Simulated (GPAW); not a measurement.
The system is Br.

```
CELL_PARAMETERS angstrom
3.36325 -2.32255 0.00000
3.36325 2.32255 0.00000
0.00000 0.00000 8.70230
ATOMIC_POSITIONS crystal
Br 0.36510 0.63490 0.39010
Br 0.13490 0.86510 0.89010
Br 0.63490 0.36510 0.60990
Br 0.86510 0.13490 0.10990
```

Base run:

```yaml
Program: GPAW 26.7.0
Functional: LDA
Potentials_or_basis: the program's PAW data sets (release 1.2.1) made for this functional
Cutoff: 450 eV
Basis: pw
k_mesh: 6 × 6 × 3
Occupations: fermi-dirac, width 0.05 eV
Spin: no spin polarisation
```

Its results: band gap on the k mesh 1.74 eV, indirect (least direct gap 1.75 eV); pressure -1.0 GPa; largest force 0.862 eV/Å.

Task: The run is repeated on the same cell with these changes: functional from LDA to r2SCAN; potentials or basis from the program's PAW data sets (release 1.2.1) made for this functional to GPAW PAW data sets (gpaw-data 1.2.1); cutoff from 450 eV to 600 eV. What comes out?

Result: Band gap on the k mesh 2.21 eV, indirect (least direct gap 2.23 eV); pressure 0.9 GPa; largest force 0.716 eV/Å.

Caveats: the cutoff is short for stress and forces, so pressures can be off by a GPa or more (some runs); an odd mesh through Γ misses points on the zone boundary, where band edges often lie (some runs); the PAW data sets were made with another functional, which shifts forces and pressure a little (some runs).
